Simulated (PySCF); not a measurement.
These compounds are isomers of formula C₆H₈.

A. SMILES C1=C[C@@H]2C[C@@H]2C1
B. 1,3-Cyclohexadiene
C. SMILES C=C1CCC1=C

Spectrum 1. 13C{1H} NMR (computed): δ 156.3 (C), 111.7 (CH2), 29.1 (CH2).

Spectrum 2. 13C{1H} NMR (computed): δ 145.1 (CH), 136.3 (CH), 39.2 (CH2), 26.3 (CH), 18.8 (CH2), 16.9 (CH).

Spectrum 3. 13C{1H} NMR (computed): δ 134.3 (CH), 133.0 (CH), 24.8 (CH2).

Theory: GIAO PBE0/pcSseg-1 shieldings, geometry: PBE0-D3(BJ)/def2-SVP, B3LYP/pcJ-1 coupling constants (spin–dipole term left out of most H,H and C,H couplings), in PySCF (one averaged value for each set of equivalent atoms, non-relativistic Hamiltonian, one conformer, in vacuum).

References, each an isolated molecule treated in the same way: TMS for 13C (σref 184.41). Shifts are as computed. Against solution values, carbons near 30 ppm lie about +2 ppm off and those near 130 ppm about +5 ppm. Of 1211 compounds with measured shifts, 218 miss one by over three times the rms of a fit or turn the order of signals round; such compounds aren't used in these exercises.

Problem. Which spectrum belongs to which compound?

Solution. 1–C, 2–A, 3–B.

- Spectrum 1 (C): 3 13C signals; δC 156.3 is a fully substituted alkene carbon; δC 111.7 is a terminal =CH2 carbon.
- Spectrum 2 (A): 6 13C signals; δC 145.1 is an alkene CH; δC 136.3 is an alkene CH.
- Spectrum 3 (B): 3 13C signals; δC 134.3 is an alkene CH; δC 133.0 is an alkene CH.
